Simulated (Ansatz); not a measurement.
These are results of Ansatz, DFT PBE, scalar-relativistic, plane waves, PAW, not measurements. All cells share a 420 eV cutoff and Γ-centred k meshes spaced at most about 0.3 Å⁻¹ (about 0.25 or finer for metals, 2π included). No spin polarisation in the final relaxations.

These are static total energies at zero pressure. All come from trial cells, and lower structures may exist.

**Question.** Order these relaxed structures of Li by energy, lowest first, with the energy over the lowest of them.
A.

```xyz
1
Lattice="-1.7169 1.7169 1.7169 1.7169 -1.7169 1.7169 1.7169 1.7169 -1.7169" Properties=species:S:1:pos:R:3 pbc="T T T"
Li    0.0000    0.0000    0.0000
```

B.

```xyz
6
Lattice="3.0155 0.0000 0.0000 -1.5078 2.6115 0.0000 0.0000 0.0000 15.4718" Properties=species:S:1:pos:R:3 pbc="T T T"
Li    0.0000    0.0000    7.7359
Li    0.0000    0.0000    0.0000
Li    1.5078    0.8705    5.2422
Li    0.0000    1.7410   10.2296
Li    0.0000    1.7410   12.9782
Li    1.5078    0.8705    2.4937
```

**Answer.** A (0 meV/atom), B (22 meV/atom). Forms: A bcc type, Im-3m; B P6_3/mmc. Counting all near atoms (those within 1.25 times the shortest distance at each site; a plus sign parts nearer from farther groups; a slash parts the counts of unlike sites): A has Li 8+6; B has Li 10/12.

Cells relaxed within their symmetry can be saddle points; a later kick test found a lower structure for Li P6_3/mmc. The part of the Crystallography Open Database at hand lists Li in space groups No. 166, 191, 194, 225, 229; sharing a group (Im-3m and P6_3/mmc) doesn't make a cell the listed structure. Some types were kept out of the candidates beforehand, so the set may lack a known form.
